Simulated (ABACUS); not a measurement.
V:

```
V
1.0
    -1.51435    1.51435    1.51435
     1.51435   -1.51435    1.51435
     1.51435    1.51435   -1.51435
V
1
Direct
  0.00000 0.00000 0.00000
```

* Program: ABACUS 3.10.1
* Task: relaxation of cell and atoms
* Functional: HCTH407
* Potentials or basis: PseudoDojo NC SR 0.4.1 PBE standard
* Cutoff: 1143 eV
* Density cutoff: 4572 eV
* Basis: plane waves
* k mesh: 10 × 10 × 10
* Occupations: fermi-dirac, width 0.05 eV
* Spin: collinear spin, ferromagnetic start
* Starting moments: [2.0] μB

At the start: pressure -8.5 GPa; volume 13.89 Å³/atom.

Where does the relaxation end?

Over 4 steps the energy falls by 18.3 meV/atom and the volume is 13.23 Å³/atom (-4.8 %); space group Im-3m (No. 229, to 0.05 Å); moment 0.00 μB per cell.

The path:
```tsv
step	energy change (eV)	largest force (eV/Å)	pressure (GPa)	volume (Å³)
1	0.0000	0.0000	-8.48	13.89
2	0.0142	0.0000	13.48	12.41
3	-0.0183	0.0000	-0.15	13.24
4	-0.0183	0.0000	0.01	13.23
```

Final structure:
```
V
1.0
    -1.48977    1.48977    1.48977
     1.48977   -1.48977    1.48977
     1.48977    1.48977   -1.48977
V
1
Cartesian
  0.0000 0.0000 0.0000
```

Caveat: the potentials were made for another functional, which shifts forces and pressure.
